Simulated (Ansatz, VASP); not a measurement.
**One calculation of AlRu, two programs**

Contents of INCAR:

```
PREC     = Accurate       # precision mode
ENCUT    = 600            # plane-wave cutoff, eV
EDIFF    = 1E-6           # SCF threshold, eV
ISMEAR   = -1             # smearing method
SIGMA    = 0.05           # smearing width, eV
LREAL    = F              # projectors in reciprocal space
LASPH    = T              # aspherical terms in the spheres
NELM     = 80             # most SCF steps
ALGO     = Normal         # electronic algorithm
ISIF     = 3              # what is computed and relaxed
LWAVE    = F              # write WAVECAR
LCHARG   = F              # write CHGCAR
GGA      = PS             # functional
IBRION   = 2              # ionic algorithm
NSW      = 40             # ionic steps
EDIFFG   = -0.01          # ionic threshold
```

Contents of KPOINTS:

```
Automatic mesh
0
Gamma
  9 9 9
```

File POSCAR:

```
AlRu
1.0
    2.9916000000      0.0000000000      0.0000000000
    0.0000000000      2.9916000000      0.0000000000
    0.0000000000      0.0000000000      2.9916000000
Ru Al
1 1
Direct
    0.5000000000      0.5000000000      0.5000000000
    0.0000000000      0.0000000000      0.0000000000
```

The input input.yaml:

```yaml
crystal:
  lattice:
    - [2.9916, 0.0, 0.0]
    - [0.0, 2.9916, 0.0]
    - [0.0, 0.0, 2.9916]
  atoms:
    - { symbol: Ru, position: [0.5, 0.5, 0.5] }
    - { symbol: Al, position: [0.0, 0.0, 0.0] }
hamiltonian:
  xc: pbesol
  pseudopotentials: { kind: paw }
kpoints:
  mp_grid: { grid: [9, 9, 9] }
scf:
  occupations: { method: fermi_dirac, width: 0.05 }
output:
  forces: true
  stress: true
  eigenvalues: true
relax:
  f_tol: 0.01
  max_steps: 40
  cell: { stress_tol: 0.05 }
```

Alike in both runs: task relaxation of cell and atoms; functional PBEsol; k mesh 9 × 9 × 9; occupations fermi-dirac, width 0.05 eV; no spin polarisation.

|  | VASP | Ansatz |
| --- | --- | --- |
| version | VASP 6.6.1 | Ansatz 0.2.0 |
| potentials or method | VASP PAW PBE potentials, release 64 (Ru_pv, Al) | Ansatz PAW |
| plane-wave cutoff (eV) | 600 | 420 |
| valence electrons in the cell | 17 | 19 |

|  | VASP | Ansatz | Ansatz less VASP |
| --- | --- | --- | --- |
| gap on the k mesh at the Fermi level, each at its own relaxed structure (eV) | none | none | - |
| relaxed volume (Å³/atom) | 13.18 | 13.18 | -0.002 |
| relaxed cell length with the largest relative difference (Å) | 2.976 | 2.976 | -0.0002 |
| energy change over the relaxation (meV/atom) | -2 | -2 | -0.1 |

A gap of «none» marks a metal or a gap that the smearing closes. The two sets of potentials don't hold the same shells in valence.

Caveats: the PAW data sets were made with another functional, which shifts forces and pressure a little (VASP); the plane-wave basis is chosen anew once the cell has moved, so the energies of steps on either side of that aren't comparable (Ansatz); the PAW data sets come from PBE, with cores solved anew for the run's functional, which leaves a small shift of forces and pressure (Ansatz).
